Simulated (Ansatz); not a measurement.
**Mo3Si: energy against volume and a worked fit**

```xyz
8
Lattice="4.8890 0.0000 0.0000 0.0000 4.8890 0.0000 0.0000 0.0000 4.8890" Properties=species:S:1:pos:R:3 pbc="T T T"
Mo    0.0000    2.4445    1.2223
Mo    0.0000    2.4445    3.6668
Mo    2.4445    1.2223    0.0000
Mo    3.6668    0.0000    2.4445
Mo    2.4445    3.6668    0.0000
Mo    1.2223    0.0000    2.4445
Si    2.4445    2.4445    2.4445
Si    0.0000    0.0000    0.0000
```

The cell was scaled at fixed shape and fractions and run with Ansatz, Ansatz PAW, cutoff 420 eV; PBEsol, k mesh 6 × 6 × 6 on the cell of 8 atoms, fermi-dirac occupations of 0.05 eV, no spin polarisation, no spin-orbit coupling. The potentials were made for PBE. Energies are those that the program minimises, any entropy of the smearing included. For a metal such a mesh isn't converged to the digits shown.

```csv
V (Å³/atom),energy over the lowest row (meV/atom)
13.7309,24.88
14.0230,?
14.3152,0.00
14.6073,3.26
14.8995,15.55
15.1916,35.96
15.4837,63.65
```

**Question.** Fit the third-order Birch-Murnaghan form, give V0, B0 and B′, and predict the energy left open.

**Answer.** With y = (V0/V)^(2/3), E = E0 + (9 V0 B0/16) [(y - 1)³ B′ + (y - 1)² (6 - 4y)]. Least squares through the rows shown give V0 = 14.3621 Å³/atom, E0 = -0.13 meV, B0 = 266.7 GPa (1 eV/Å³ = 160.218 GPa) and B′ = 4.33, with a largest miss of 0.01 meV. At V = 14.0230 the form with these constants gives 6.82 meV; the run gave 6.82 meV an atom.

The fit places the energy minimum at 14.3621 Å³/atom, slightly below the volume of the listed cell, and the bulk modulus of 266.7 GPa marks a very stiff metal, comparable to elemental molybdenum. The stiffness probably comes from the roughly half-filled Mo 4d band, where mostly bonding states are occupied, with Mo d-Si p hybridisation adding to the cohesion. The close Mo-Mo contacts along the chains of the A15 structure fit this picture. The positive B′ reflects the usual anharmonicity: compression raises the energy faster than an equal expansion, as overlap and kinetic repulsion grow steeply while bonding weakens more gradually.

Because symmetry fixes every internal coordinate in A15, uniform scaling misses no relaxation within that structure, and the modulus is a fully relaxed one. The recovered energy at 14.0230 Å³/atom lies between fitted points, so it confirms a smooth interpolation rather than the form's reach under strong compression. Resistance to shear and stability against decomposition into neighbouring silicides remain untested.
